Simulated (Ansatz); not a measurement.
Relaxed GeTe (alpha-GeTe type, space group R3m):

```
CELL_PARAMETERS angstrom
      4.22711     2.44052     7.28006
     -2.11355     1.22026     3.64003
      0.00000    -2.44052     3.64003
ATOMIC_POSITIONS crystal
  Ge 0.11712 0.23425 0.23425
  Ge 0.61712 0.23425 0.23425
  Te 0.38288 0.76575 0.76575
  Te 0.88288 0.76575 0.76575
```

In this cell atom 3 (Te, nearest neighbour Ge at 2.852 Å; its periodic images, 4.2 Å or more away, move with it) is moved by s towards the nearest neighbour, unit vector (-0.741, -0.428, 0.517); all other atoms and the cell stay fixed.

Level of theory: PBE (plane waves to 420 eV, PAW, scalar-relativistic; Ansatz, an electronic-structure program). k mesh 4×8×8 (Γ-centred), Fermi-Dirac smearing 0.05 eV. The energy includes the smearing's −TS. GeTe was relaxed with its symmetry unable to fall. Spin-orbit coupling is left out, though Te is heavy. The PAW data are Ansatz's earlier set. The zero of ΔE is the undisplaced structure.

```tsv
s (Å)	ΔE (meV/cell)
-0.290	130.4
-0.232	86.6
-0.174	50.9
-0.116	23.9
-0.058	6.5
0.000	0.0
0.058	6.3
0.116	27.7
0.174	67.1
0.232	127.9
0.290	withheld
```

Q: Fit a polynomial form (powers 2, 3, 4) to the given rows and predict ΔE at s = 0.290.

A: Least squares on the 10 given rows: ΔE = (1913)·s² + (1642)·s³ + (1383)·s⁴, in meV/cell with s in Å; root-mean-square residual 0.47 meV/cell. At 0.290 the fit gives 210.7 meV/cell; the calculation gives 214.2 meV/cell, so the extrapolation is off by -3.5 (-1.6 %). The quadratic term alone would give 160.9 meV/cell.

(For displaced atoms, the force is minus the slope of the energy, and its curvature is a force constant, which sets phonon frequencies.)
